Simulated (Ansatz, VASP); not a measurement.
**One calculation of HfN, two programs**

```
Hf N
1.0
     0.00000    2.25900    2.21382
     2.25900    0.00000    2.21382
     2.25900    2.25900    0.00000
Hf N
1 1
Direct
  0.00000 0.00000 0.00000
  0.50000 0.50000 0.50000
```

Change from the starting cell: zz strain of -2 %, PAW files.

Alike in both runs: task electric field gradients; functional LDA; k mesh 10 × 10 × 10; occupations fermi-dirac, width 0.03 eV; no spin polarisation.

|  | VASP | Ansatz |
| --- | --- | --- |
| version | VASP 6.6.1 | Ansatz 0.2.0 |
| potentials or method | VASP PAW LDA potentials, release 64 (Hf_pv, N) | PAW with Ansatz's default frozen-core files, scalar-relativistic |
| plane-wave cutoff (eV) | 520 | 420 |
| valence electrons in the cell | 15 | 31 |

Ansatz gave:

* pressure (GPa): -3.6
* largest component of the traceless stress (GPa): 6.53
* Vzz of the field gradient on the site that differs most (V/Å²): -94.9

Q: Estimate VASP's values.

A: Pressure (GPa): -4.8; largest component of the traceless stress (GPa): 6.44; Vzz of the field gradient on the site that differs most (V/Å²): -83.4.

The two sets of potentials don't hold the same shells in valence. Ansatz warned: «gradients_without_spin_orbit».

Spin-orbit coupling is left out, which matters for the levels of Hf.
